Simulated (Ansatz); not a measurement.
# CoO (R3m) in Ansatz: settings compared

Aim: see how the results for CoO move with the level of theory and the settings. Levels: PBE, PBEsol+D3(BJ)+U. Tasks: single point, Wannier functions, band structure.

Everything below comes from runs of Ansatz 0.2.0. Logs are shortened: lines on timing, memory, paths and dates and some standing lists are left out, and cuts for length are marked.

## 1. The crystal as given

It takes space group R3m (No. 160, trigonal). Conventional cell: a = 3.204 Å, b = 3.204 Å, c = 7.699 Å, α = 90.00°, β = 90.00°, γ = 120.00°. Co (site symmetry 3m) has 4 O at 1.91 to 1.96 Å as nearest neighbours. Around O (site symmetry 3m) lie 4 Co at 1.91 to 1.96 Å.

Measurements of this composition are mostly on another form, of space group No. 225.

## 2. Single point, PBE, collinear spin, random start, 11.41 Å³/atom

The input, input.yaml:

```yaml
crystal:
  lattice:
    - [1.60221984, 0.9250420559, 2.56647089]
    - [-1.60221984, 0.9250420559, 2.56647089]
    - [0.0, -1.8500841118, 2.56647089]
  atoms:
    - { symbol: Co, position: [0.99897832, 0.99897832, 0.99897832], spin: 0.23 }
    - { symbol: O, position: [0.75102103, 0.75102103, 0.75102103] }
hamiltonian:
  xc: pbe
  pseudopotentials: { kind: paw }
magnetization:
  spin_polarized: true
kpoints:
  mp_grid: { grid: [10, 10, 10] }
scf:
  occupations: { method: tetrahedron }
output:
  forces: true
  stress: true
  write_density: true
  write_potential: true
  elf: true
  volumetric_format: npy
```

Potentials or basis: Ansatz PAW.

On the command line:

```
$ ansatz run input.yaml --threads 2 --pin off --max-ram 5120MiB --backend cpu --events-out ev --progress --plain --runs-dir out
```

What it wrote:

```text
Warning: output.forces, output.stress, relax.cell or npt_langevin: where a Kohn–Sham band that disperses or a degenerate level is filled in part under the method tetrahedron, the forces or the stress that this run publishes need not agree with its energy (scf.occupations.method in the input reference, under Limitations); prefer a smearing scheme for the forces or the stress
Warning: RAYON_NUM_THREADS=2 ignored (pool sized by the plan → 2); use --threads N
Engine: ansatz 0.2.0, aarch64-unknown-linux-gnu
Pseudopotentials: kind: paw
Pseudopotential: Co, paw, valence charge 17, recommended cutoff 420 eV (normal), Co.paw.azcp
Pseudopotential: O, paw, valence charge 6, recommended cutoff 420 eV (normal), O.paw.azcp
Functional definition: PBE
  parameter kappa = 0.804
  parameter beta = 0.06672455060314922
  exchange = pbe_x(kappa = kappa, mu = beta*pi^2/3)
  correlation = pbe_c(beta = beta)
Crystal: 2 atoms, lattice volume = 22.823 Å³
Basis set: ecut = 420 eV, 447 PW (Γ), exchange–correlation on 48×48×48 points (8 copies of the dense FFT grid, shifted against one another)
Bands: 16, of which v1, the nominal top of the filled ones, is band 12 counted from 1 (11 counted from 0)
Symmetry: 6 space group operations
Space group: R3m (ITA 160), of the structure as read, at distance tolerance 2.8e-5 Å
Magnetic group: BNS 160.65 (UNI 1295), of the structure as read, at distance tolerance 2.8e-5 Å
k-points: 116 of 1000 (time reversal used)
Non-local potential: Co, projectors of the file, l = 0: 3, l = 1: 2, l = 2: 3, l = 3: 1
Non-local potential: O, projectors of the file, l = 0: 2, l = 1: 2, l = 2: 1
PAW form: soft (Blöchl's): semilocal exchange-correlation on the pseudo side does not see the compensation charge
PAW one-centre angular grid: Co, 590 points (default); XC on 64 Gauss nodes
PAW one-centre angular grid: O, 110 points (default); XC on 64 Gauss nodes
Initial density: superposition of atomic densities (chi_scale 0.1, normalization cell, long waves kept (reshape's long-wave potential 0.00 eV rms))
Starting moments: Σ|m| = 0.23 μB on 1 of 2 sites
Initial wavefunctions: pseudopotential atomic-orbital guess
Functional: x = pbe(κ = 0.804, μ = 0.2195149727645171), c = pbe(β = 0.06672455060314922)
SCF iter   1: F=—  HF=-5695.831965 eV  |F-HF|=—  |Δ(HF+E_count)|=         —  Δρ=2.23e-1 (↑2.04e-1 ↓2.23e-1)  dr2=3.36e1  dr2_m=2.10e-2  M=0.137 μB ∫|m|=0.137 μB  β_m=0.30  ethr=3.10e-3  ⟨swp⟩=4.9  Hψ=17212  notcnv=0
preconditioner: auto → none  [metal: no gap  n_scr=8 (ndim 8)  ℏωp=30.1 eV  f_vac=0.000  sad-step TF]
SCF iter   2: F=—  HF=-5692.456611 eV  |F-HF|=—  |Δ(HF+E_count)|=    3.38e0  Δρ=7.71e-2 (↑6.31e-2 ↓7.71e-2)  dr2=1.80e0  dr2_m=2.05e-2  M=0.292 μB ∫|m|=0.292 μB  β_m=1.00  ethr=3.10e-3  ⟨swp⟩=3.0  Hψ=10074  notcnv=0  defer=80
SCF iter   3: F=—  HF=-5692.047653 eV  |F-HF|=—  |Δ(HF+E_count)|=   4.09e-1  Δρ=3.00e-2 (↑2.51e-2 ↓3.00e-2)  dr2=2.10e-1  dr2_m=4.85e-3  M=0.341 μB ∫|m|=0.341 μB  β_m=1.00  ethr=3.10e-3  ⟨swp⟩=2.3  Hψ=7752  notcnv=0  defer=63
SCF iter   4: F=—  HF=-5692.030573 eV  |F-HF|=—  |Δ(HF+E_count)|=   1.71e-2  Δρ=9.24e-3 (↑9.24e-3 ↓8.10e-3)  dr2=2.76e-2  dr2_m=5.33e-3  M=0.391 μB ∫|m|=0.392 μB  β_m=1.00  ethr=9.12e-4  ⟨swp⟩=2.2  Hψ=9256  notcnv=0  defer=69
SCF iter   5: F=—  HF=-5692.048475 eV  |F-HF|=—  |Δ(HF+E_count)|=   1.79e-2  Δρ=2.03e-2 (↑5.32e-3 ↓2.03e-2)  dr2=7.36e-2  dr2_m=2.06e-2  M=0.491 μB ∫|m|=0.493 μB  β_m=1.00  ethr=1.20e-4  ⟨swp⟩=2.6  Hψ=6808  notcnv=0  defer=69
SCF iter   6: F=—  HF=-5692.048967 eV  |F-HF|=—  |Δ(HF+E_count)|=   4.92e-4  Δρ=1.46e-2 (↑7.03e-3 ↓1.46e-2)  dr2=1.38e-2  dr2_m=2.31e-2  M=0.599 μB ∫|m|=0.601 μB  β_m=1.00  ethr=1.20e-4  ⟨swp⟩=2.3  Hψ=7280  notcnv=0  defer=71
SCF iter   7: F=—  HF=-5692.053125 eV  |F-HF|=—  |Δ(HF+E_count)|=   4.16e-3  Δρ=1.48e-2 (↑1.18e-2 ↓1.48e-2)  dr2=2.52e-3  dr2_m=3.67e-2  M=0.736 μB ∫|m|=0.737 μB  β_m=1.00  ethr=6.01e-5  ⟨swp⟩=2.0  Hψ=4482  notcnv=0  defer=71
SCF iter   8: F=—  HF=-5692.060522 eV  |F-HF|=—  |Δ(HF+E_count)|=   7.40e-3  Δρ=1.82e-2 (↑1.82e-2 ↓1.39e-2)  dr2=4.31e-3  dr2_m=5.33e-2  M=0.901 μB ∫|m|=0.902 μB  β_m=1.00  ethr=1.09e-5  ⟨swp⟩=2.6  Hψ=7638  notcnv=0  defer=71
SCF iter   9: F=—  HF=-5692.073542 eV  |F-HF|=—  |Δ(HF+E_count)|=   1.30e-2  Δρ=2.58e-2 (↑2.37e-2 ↓2.58e-2)  dr2=2.96e-3  dr2_m=1.28e-1  M=1.155 μB ∫|m|=1.157 μB  β_m=1.00  ethr=1.09e-5  ⟨swp⟩=2.5  Hψ=7589  notcnv=0  defer=71
SCF iter  10: F=—  HF=-5692.091238 eV  |F-HF|=—  |Δ(HF+E_count)|=   1.77e-2  Δρ=3.29e-2 (↑2.63e-2 ↓3.29e-2)  dr2=2.03e-2  dr2_m=1.79e-1  M=1.454 μB ∫|m|=1.457 μB  β_m=1.00  ethr=1.09e-5  ⟨swp⟩=3.0  Hψ=7857  notcnv=0  defer=71
SCF iter  11: F=—  HF=-5692.118523 eV  |F-HF|=—  |Δ(HF+E_count)|=   2.73e-2  Δρ=1.96e-2 (↑1.13e-2 ↓1.96e-2)  dr2=3.64e-2  dr2_m=4.19e-2  M=1.588 μB ∫|m|=1.591 μB  β_m=1.00  ethr=1.09e-5  ⟨swp⟩=3.0  Hψ=8920  notcnv=0  defer=82
SCF iter  12: F=—  HF=-5692.174601 eV  |F-HF|=—  |Δ(HF+E_count)|=   5.61e-2  Δρ=1.62e-2 (↑9.86e-3 ↓1.62e-2)  dr2=3.66e-2  dr2_m=2.60e-2  M=1.695 μB ∫|m|=1.699 μB  β_m=0.30  ethr=1.09e-5  ⟨swp⟩=2.9  Hψ=7513  notcnv=0  defer=125
Mixer restart at iter 12: flushing history
spin-set hold released at iteration 12 (site moments contracting): the magnetisation degrees of freedom join the quasi-Newton model from the next iteration; the mixer history was flushed
SCF iter  13: F=—  HF=-5692.240031 eV  |F-HF|=—  |Δ(HF+E_count)|=   6.54e-2  Δρ=1.85e-2 (↑1.85e-2 ↓1.03e-2)  dr2=1.62e-2  dr2_m=3.92e-2  M=1.757 μB ∫|m|=1.761 μB  β_m=0.65  ethr=1.09e-5  ⟨swp⟩=3.0  Hψ=8749  notcnv=0  defer=124
SCF iter  14: F=—  HF=-5692.359740 eV  |F-HF|=—  |Δ(HF+E_count)|=   1.20e-1  Δρ=4.65e-2 (↑1.84e-2 ↓4.65e-2)  dr2=2.64e-1  dr2_m=1.82e-1  M=2.016 μB ∫|m|=2.019 μB  β_m=0.50  ethr=1.09e-5  ⟨swp⟩=3.2  Hψ=9826  notcnv=0  defer=146  recentre
SCF iter  15: F=—  HF=-5692.340281 eV  |F-HF|=—  |Δ(HF+E_count)|=   1.95e-2  Δρ=3.04e-2 (↑2.19e-2 ↓3.04e-2)  dr2=4.83e-2  dr2_m=1.34e-1  M=2.107 μB ∫|m|=2.110 μB  β_m=0.34  ethr=1.09e-5  ⟨swp⟩=3.0  Hψ=8250  notcnv=0  defer=146
SCF iter  16: F=—  HF=-5692.376644 eV  |F-HF|=—  |Δ(HF+E_count)|=   3.64e-2  Δρ=3.06e-2 (↑1.82e-2 ↓3.06e-2)  dr2=2.67e-2  dr2_m=1.23e-1  M=2.316 μB ∫|m|=2.317 μB  β_m=0.14  ethr=1.09e-5  ⟨swp⟩=3.0  Hψ=9605  notcnv=0  defer=157
SCF iter  17: F=—  HF=-5692.411136 eV  |F-HF|=—  |Δ(HF+E_count)|=   3.45e-2  Δρ=7.95e-3 (↑3.97e-3 ↓7.95e-3)  dr2=1.67e-2  dr2_m=2.64e-3  M=2.605 μB ∫|m|=2.606 μB  β_m=0.60  ethr=1.09e-5  ⟨swp⟩=3.3  Hψ=8772  notcnv=0  defer=157
SCF iter  18: F=—  HF=-5692.416075 eV  |F-HF|=—  |Δ(HF+E_count)|=   4.94e-3  Δρ=9.38e-3 (↑9.38e-3 ↓8.91e-3)  dr2=1.15e-3  dr2_m=1.64e-2  M=2.882 μB ∫|m|=2.884 μB  β_m=0.80  ethr=1.09e-5  ⟨swp⟩=3.0  Hψ=9723  notcnv=0  defer=164
SCF iter  19: F=—  HF=-5692.423604 eV  |F-HF|=—  |Δ(HF+E_count)|=   7.53e-3  Δρ=2.56e-3 (↑1.52e-3 ↓2.56e-3)  dr2=1.22e-4  dr2_m=7.89e-4  M=2.813 μB ∫|m|=2.815 μB  β_m=0.90  ethr=4.99e-6  ⟨swp⟩=3.1  Hψ=7496  notcnv=0  defer=164
SCF iter  20: F=—  HF=-5692.422797 eV  |F-HF|=—  |Δ(HF+E_count)|=   8.07e-4  Δρ=3.02e-3 (↑2.84e-3 ↓3.02e-3)  dr2=2.17e-4  dr2_m=1.68e-3  M=2.860 μB ∫|m|=2.863 μB  β_m=0.81  ethr=5.30e-7  ⟨swp⟩=3.1  Hψ=8069  notcnv=0  defer=164
SCF iter  21: F=—  HF=-5692.423182 eV  |F-HF|=—  |Δ(HF+E_count)|=   3.85e-4  Δρ=1.67e-3 (↑1.50e-3 ↓1.67e-3)  dr2=1.73e-5  dr2_m=5.08e-4  M=2.855 μB ∫|m|=2.857 μB  β_m=0.87  ethr=5.30e-7  ⟨swp⟩=2.5  Hψ=6299  notcnv=0  defer=164
SCF iter  22: F=—  HF=-5692.423494 eV  |F-HF|=—  |Δ(HF+E_count)|=   3.12e-4  Δρ=5.41e-4 (↑5.41e-4 ↓4.54e-4)  dr2=4.49e-6  dr2_m=4.89e-5  M=2.848 μB ∫|m|=2.850 μB  β_m=0.86  ethr=7.52e-8  ⟨swp⟩=3.4  Hψ=7746  notcnv=0  defer=164
SCF iter  23: F=—  HF=-5692.423650 eV  |F-HF|=—  |Δ(HF+E_count)|=   1.56e-4  Δρ=1.73e-4 (↑1.73e-4 ↓1.61e-4)  dr2=1.39e-7  dr2_m=5.75e-6  M=2.845 μB ∫|m|=2.848 μB  β_m=0.88  ethr=1.95e-8  ⟨swp⟩=2.6  Hψ=6721  notcnv=0  defer=164
iter 24 did not close the SCF: its close was put off for a magnetic moment that had not settled (scf_convergence_deferred on its scf_iter line)
SCF iter  24: F=-5692.423681 eV  HF=-5692.423681 eV  |F-HF|=1.03e-8  |Δ(HF+E_count)|=   3.16e-5  Δρ=2.21e-5 (↑2.21e-5 ↓1.73e-5)  dr2=6.10e-9  dr2_m=7.94e-8  M=2.844 μB ∫|m|=2.847 μB  β_m=0.89  ethr=4.35e-10  ⟨swp⟩=9.7  Hψ=23320  notcnv=0
SCF iter  25: F=-5692.423685 eV  HF=-5692.423685 eV  |F-HF|=6.89e-10  |Δ(HF+E_count)|=   3.59e-6  Δρ=2.36e-6 (↑7.50e-7 ↓2.36e-6)  dr2=8.08e-10  dr2_m=2.74e-10  M=2.844 μB ∫|m|=2.847 μB  ethr=2.65e-11  ⟨swp⟩=5.0  Hψ=21959  notcnv=0
SCF 1 converged in 25 iterations: F = -5692.423685 eV  dr2 = 8.08e-10
this state was not tested for a lower state beside it, because cold or Methfessel-Paxton smearing, or corrected tetrahedra, fill the levels in a way that the test cannot read (fill_not_monotonic; see scf.lower_state_search)
SCF converged after 25 iterations
Magnetization: 2.8441 μB (12.9220 up, 10.0780 down)
Absolute magnetization: 2.8467 μB (∫|ρ↑−ρ↓|, with the PAW one-centre terms)
Spin contamination: 0.0115 ħ² per cell (⟨S²⟩ above its minimum at these occupations)
Per-site moments (μB) at R_I (Å): [(2.2576719304588586, 0.7875142688510063), (0.3205975234044952, 0.7875142688510063)]
Free energy (F): -5692.423685 eV
Harris-Foulkes:  -5692.423685 eV  (|F-HF|=6.89e-10)
Internal energy: -5692.423667 eV  (E = F + TS)
E sigma→0 (E₀):  -5692.423685 eV
Entropy (-TS):   -0.000018 eV (-0.009 meV/atom)
Fermi energy:    11.095608 eV
--- Per-component energies (eV) ---
  E_band       = -367.924681
  E_kinetic    = 619.021274
  E_local      = -3872.624860  (includes V_loc(G=0)·N_el)
  E_nonlocal   = 512.302118
  E_hartree    = 1597.633383
  E_xc         = -228.772775
  E_vxc        = -293.972288  (∫ρ·V_xc dr)
  E_paw        = -1676.280486  (= ΣΔE_a)
  E_vpaw       = -527.918248  (= ΣTr[D̂ρ^β])
  E_aug_tail   = 0.002616  (compensation charges beyond the density's cutoff)
  E_ewald      = -2643.704937
  E_smearing   = -0.000018  (= −TS)
  E_closure    = 0.000000  (closes the sum)
  Σ components = -5692.423685   (vs F -5692.423685, Δ=0.00e0)
--- Forces (eV/Å), atoms counted from 1 ---
  atom   1  Co    -0.00000000     0.00000000     0.27004478
  atom   2  O      0.00000000     0.00000000    -0.27005154
  max |Σ_I F_I| component: 6.76e-6 eV/Å
--- Stress (GPa, compression-positive) ---
       -1.113793       0.000000      -0.000000
        0.000000      -1.113793       0.000000
       -0.000000       0.000000       4.354453
  P = ⅓ Tr σ = 0.7090 GPa (7.090 kbar)
--- Band table (eV; the first three rows and the last of 232) ---
  k-point 0 ↑: bands = ["-85.4868", "-48.7904", "-48.7474", "-48.7474", "-8.9903", "4.8420", "4.8973", "4.8973", "8.8405", "8.8405", "11.1627", "11.3225", "11.3225", "11.4750", "24.9991", "24.9991"]
  k-point 1 ↑: bands = ["-85.4867", "-48.7910", "-48.7492", "-48.7477", "-8.9326", "4.7430", "4.8908", "4.9334", "8.8172", "8.8196", "10.8085", "11.2703", "11.3825", "11.9016", "24.0722", "25.0889"]
  k-point 2 ↑: bands = ["-85.4863", "-48.7926", "-48.7536", "-48.7484", "-8.7796", "4.4432", "4.9895", "5.0246", "8.7781", "8.7853", "10.2022", "11.1166", "11.2098", "12.9857", "22.2152", "25.1711"]
  k-point 115 ↓: bands = ["-82.5895", "-45.9804", "-45.9258", "-45.9258", "-7.7437", "4.5944", "6.3760", "6.3760", "10.8407", "10.8407", "11.2541", "12.7679", "12.7679", "17.2038", "19.1067", "25.0994"]
```

Run time: 15 s. Hardware: 2 threads of Arm Neoverse V1, shared host; peak memory 0.36 GiB.

Results:

| Item | Value |
| --- | --- |
| Free energy | -5692.4237 eV |
| Pressure | 0.7 GPa |
| Largest force | 0.270 eV/Å |
| Band gap on the k mesh | none (metal or under the smearing width) |
| Net moment | 2.84 μB per cell |
| Absolute moment | 2.85 μB per cell |
| Site moments | Co +2.26; O +0.32 μB |

Caveat: the pressure holds a Pulay correction of +0.7 GPa for the finite cutoff; a cell with one magnetic atom can't hold antiferromagnetic order, which such compounds often take; semilocal functionals often make such compounds metallic where correlation or magnetic order opens a gap, which also shifts bond lengths; with tetrahedron occupations forces and stress needn't match the slope of the energy.

(Continued in part 2 of 2.)
